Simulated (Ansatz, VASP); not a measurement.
# PtS2: VASP beside Ansatz

```
CELL_PARAMETERS angstrom
3.51942 0.00000 0.00000
-1.75971 3.04791 0.00000
0.00000 0.00000 5.00498
ATOMIC_POSITIONS crystal
Pt 0.00000 0.00000 0.00000
S 0.66667 0.33333 0.77300
S 0.33333 0.66667 0.22700
```

Change from the starting cell: volume scaled by 0.98.

Alike in both runs: task single point; functional PBEsol; k mesh 9 × 9 × 5; occupations fermi-dirac, width 0.05 eV; no spin polarisation.

```csv
,VASP,Ansatz
version,VASP 6.6.1,Ansatz 0.2.0
potentials or method,"VASP PAW PBE potentials, release 64 (Pt, S), cutoff 520 eV","all-electron LAPW, scalar-relativistic"
```

Ansatz gave:

```
gap on the k mesh at the Fermi level (eV)       : 0.98
least direct gap on the mesh (eV)               : 1.02
pressure (GPa)                                  : 10.0
largest component of the traceless stress (GPa) : 1.65
rms of the force components (eV/Å)              : 0.600
```

Which values does VASP return?

gap on the k mesh at the Fermi level (eV): 0.98; least direct gap on the mesh (eV): 1.02; pressure (GPa): 9.7; largest component of the traceless stress (GPa): 1.50; rms of the force components (eV/Å): 0.590.

Atom by atom the forces differ by 0.010 eV/Å (rms over components). Ansatz ran all-electron here, so the differences hold the error of VASP's frozen core and of both bases.

Caveats: spin-orbit coupling is left out, which moves the levels of the heavy elements; an odd mesh through Γ misses points on the zone boundary, where band edges often lie; the PAW data sets were made with another functional, which shifts forces and pressure a little (VASP); forces of over 1 eV/Å show positions far from the minimum, so gaps and moduli don't describe the material at rest (Ansatz).
